A stiffness that changes within a few gigapascals

The question

In a density functional calculation, a crystal of WS₂ pressed at 2 GPa loses about 3 % of its volume. How much does it lose at 20 GPa? The quick answer is ten times as much, and it rests on Hooke's law: the volume change is proportional to the pressure, so that one stiffness serves for all loads. The density functional results below let us test that answer, because the crystal was relaxed afresh at each pressure.

WS2 (P6_3/mmc, 6 atoms in the cell; a = 3.154 Å, c = 12.146 Å, 17.44 Å³ an atom at zero pressure), relaxed under hydrostatic pressure with its symmetry kept; changes are against the cell relaxed at zero pressure. Ansatz 0.2.0, plane-wave PAW, scalar-relativistic, PBE with D3(BJ) dispersion, no spin polarisation, cutoff 420 eV, k mesh 12×12×4, Gaussian smearing.

```
applied pressure (GPa)  smearing width  volume change (%)  a change (%)  c change (%)  energy change (meV/atom)
                    -2         0.02 eV               6.00          0.62          4.70                       7.6
                     2         0.02 eV              -3.34         -0.53         -2.30                       3.4
                     5         0.02 eV              -6.78         -1.24         -4.41                      16.2
                    10         0.02 eV             -10.89         -2.30         -6.65                      49.2
                    20         0.02 eV             -16.60         -4.09         -9.34                     140.3
                    40         0.01 eV             -24.04         -6.89        -12.38                     377.0
```

The volume change, the a change and the c change are measured from the cell at zero pressure. The a axis lies in the plane of the layers and the c axis runs across them. A negative applied pressure is a tension that pulls equally in every direction. The energy change is the energy stored in the strained crystal, without the pressure–volume term that would turn it into an enthalpy.

What Hooke's law promises

Write p for the applied pressure, V₀ for the volume at zero pressure and ΔV for the volume change. Hooke's law then reads

ΔV / V₀ = −p / B

where B is a constant stiffness, the bulk modulus. One row is enough to set it. We take the row at +2 GPa, the gentlest compression, so this row agrees with the line by construction and the others do not have to.

The slope is 3.34 % divided by 2 GPa, or 1.67 % of the volume for each gigapascal. At 20 GPa the line therefore gives

1.67 % per GPa × 20 GPa = 33.4 %

The relaxed crystal has lost 16.6 %. Hooke's law overstates the compression by a factor of two, although it was given a real result at low pressure to start from.

The error grows with each step in pressure. It is about a quarter of the computed compression at 5 GPa, and at 40 GPa the line gives nearly three times the computed value. Carried on to about 60 GPa, the same line would leave the crystal with no volume at all. A constant stiffness has no means of knowing that atoms resist being pushed into one another.

The warning is already there at 2 GPa

It would be natural to blame the high pressures and to trust the law at the small ones. The law does become exact as the load goes to zero, but the two gentlest rows show that 2 GPa is not small enough. A tension of 2 GPa swells the crystal by 6.00 %, whereas a pressure of 2 GPa shrinks it by only 3.34 %. A linear solid would give the same number twice.

This comparison is the simplest test for the failure, since it needs only two loads of equal size and opposite sign and a glance at the volume changes. Dividing the load by the relative volume change gives an average stiffness of 33 GPa on the stretched side and 60 GPa on the compressed side. If the curve of pressure against volume is smooth and bends in the same sense throughout, the stiffness at zero pressure lies between the two. Without an assumed form for the curve, these two rows do not fix it more closely, and a value taken from either side alone would be biased.

A test that needs only one row

Often there is no stretched calculation to compare with. The stored energy then gives the failure away from a single row. At zero temperature the energy stored in the crystal is the work done on it while the load is raised slowly from zero:

ΔE = −∫ p dV

In a linear solid the pressure rises in step with the volume lost. The work is then the area of a triangle, and

ΔE = ½ p |ΔV|

for compression, with the size of the load in place of p for tension. The factor one half holds for a layered solid as well as for an isotropic one. A crystal may be far softer along one axis than along another and still obey it, provided that its volume changes in proportion to the load.

Take the row at 20 GPa again. The volume at zero pressure is 17.44 Å³ an atom, and 1 eV/Å³ equals 160.2 GPa, so

p |ΔV| = 20 × 0.166 × 17.44 / 160.2 eV = 0.361 eV an atom

The stored energy is 140.3 meV an atom, which is 39 % of this product and not 50 %. Most of the volume was given up early, while the load was still small and little work was needed. Only a solid that stiffens on the way behaves like that.

The fraction lies below one half in every compressed row, and it sinks from 0.47 at 2 GPa to 0.36 at 40 GPa. In the stretched row it is 0.58. There the load rose quickly at first and the crystal then gave way more and more easily, so that much of the swelling took place near the full load. The fraction thus tells not only that Hooke's law has failed but also in which sense: stiffening below one half, softening above it.

This is not a second, independent piece of evidence. Energy, pressure and volume belong to one curve, and the energy test reads the bend of that curve in another way. Its use is practical, for it needs no neighbouring row and no assumed form for the curve.

Which direction stiffens

A volume does not tell where the resistance comes from, but the two axes do. For each pair of neighbouring rows we take the change in the logarithm of an axis and divide it by the pressure step. This gives the shrinkage per gigapascal relative to the length that the axis has at that stage, so earlier compression does not distort the comparison.

Between −2 and 2 GPa the c axis shrinks by 1.7 % per gigapascal, six times the rate of the a axis. Between 20 and 40 GPa it shrinks by 0.17 % per gigapascal, and the a axis by 0.15 %. The crystal that began as a strongly layered solid responds to a further squeeze almost equally in all directions.

Both axes stiffen, but not to the same degree. From the step between 2 and 5 GPa to the step between 20 and 40 GPa, the rate for c falls by a factor of 4.3 and the rate for a by only 1.6. The failure of the constant stiffness is therefore mainly a failure along c. The in-plane directions add a milder bend of their own.

The change also shifts the source of the lost volume. Two directions in the plane count against one across it, so the a rate enters twice. In the first step c supplies most of the volume loss. In the steps above 10 GPa the plane supplies more than c does, although each in-plane direction is still the stiffer one.

Why the soft direction cannot stay soft

The numbers show that c is soft at first and then stiffens. The reason comes from the bonding. Within a layer, each tungsten atom is held to six sulfur atoms by strong, short bonds. Between layers, sulfur faces sulfur, and both sides have their valence shells filled. What holds them together is mainly dispersion, a weak attraction that changes slowly with distance.

What keeps the layers apart is the repulsion between filled shells that begin to overlap. It grows steeply, roughly exponentially, as the distance shrinks. At zero pressure the attraction and this repulsion balance in a shallow energy minimum, and a small load moves the layers a long way. Each further step brings the sulfur shells onto a steeper part of the repulsive wall, where the same added load moves them less.

Tension does the reverse. It takes the layers off the wall and leaves them to the weak attraction, whose grip slackens with distance. The crystal then becomes softer the more it is stretched. One contact between layers can thus explain most of the failure on both sides: more swelling under tension than the line gives, and less shrinkage under pressure.

A picture of two springs at right angles helps. The strong bonds resist as a stiff spring along the plane, and the contact between layers is a weak spring across it that hardens as it closes. Both feel the same pressure. At first most of the volume is lost in the weak spring. When that spring has hardened it moves less for the same added load, so the shrinkage within the plane supplies a larger share of the volume that is still being lost. A crystal built from strongly bonded units with weak contacts between them should show the same order of events, with the early softness along the direction of the weak contacts.

The c axis contains both the thickness of the layers and the space between them, and the relaxed heights of the sulfur atoms separate the two. From zero pressure to 40 GPa the space between facing sulfur planes closes from about 2.9 to 2.1 Å. The layers do not get thinner at all but thicken by about 0.04 Å, so the whole loss along c lies in the contact between them. The squeeze within the plane pushes the sulfur atoms outwards, and this slightly outweighs the load that presses them in.

The size of the initial softness is less certain than its place. It depends on how well the functional and its dispersion correction describe the weak contact, and there is no reference value here to judge that. The calculation also leaves out thermal and zero-point motion, which can be expected to matter most where the crystal is soft.

Is the metal to blame?

One other change runs alongside the stiffening. In the same calculations the band gap narrows from 1.1 eV in the stretched crystal to 0.1 eV at 20 GPa, and at 40 GPa the valence and conduction bands overlap. The last row thus describes a metal, and a metal might well have a different stiffness.

Hooke's law does not wait for it. At −2 and 2 GPa the crystal has a clear gap, and the two volume changes already differ by a factor of 1.8. The change of electronic state is not needed to explain why the law fails, though its share in the stiffness at 40 GPa has not been separated out. The 40 GPa row was also computed with a smearing of only 0.01 eV, which is narrow for a metal, and its error from the k mesh was not tested, so its numbers are less secure than the others. The failure at lower pressures does not depend on it. Nor does the finding that c stiffens more than a: from the step between 2 and 5 GPa to the step between 10 and 20 GPa, the rate for c falls by a factor of 2.5 and the rate for a by 1.3. The pressure at which the gap closes should not be read from these rows either. A band crossing between the sampled k points may have been missed at 5, 10 and 20 GPa, this kind of functional usually makes gaps too small, and spin–orbit coupling, which is large for tungsten, is absent.

Using a stiffness safely

A stiffness for WS₂ is meaningful only together with its pressure range. The average from zero pressure is 60 GPa for a load of 2 GPa and 166 GPa for a load of 40 GPa, and neither can replace the other. For a load between two rows, read the volume from a smooth curve through the rows that also passes through zero change at zero pressure. A straight line from the row at −2 GPa to the row at 2 GPa would miss that point and give a swollen crystal at no load. A straight line carried beyond the last row would exaggerate the compression as long as the crystal goes on stiffening.

Even a good curve holds only for the stacking it was computed for. The relaxations kept the symmetry of the starting crystal, so a distortion that breaks it and lowers the energy would have gone unseen. Nor is a change of symmetry the only risk: the layers of the related MoS₂ are known to slide into another stacking under pressure without a change of space group. If WS₂ does the same, its volume would jump at the transition, and no stiffness taken from these rows would foresee it. Whether another stacking has the lower enthalpy at 20 or 40 GPa is the question that the next calculation should settle.
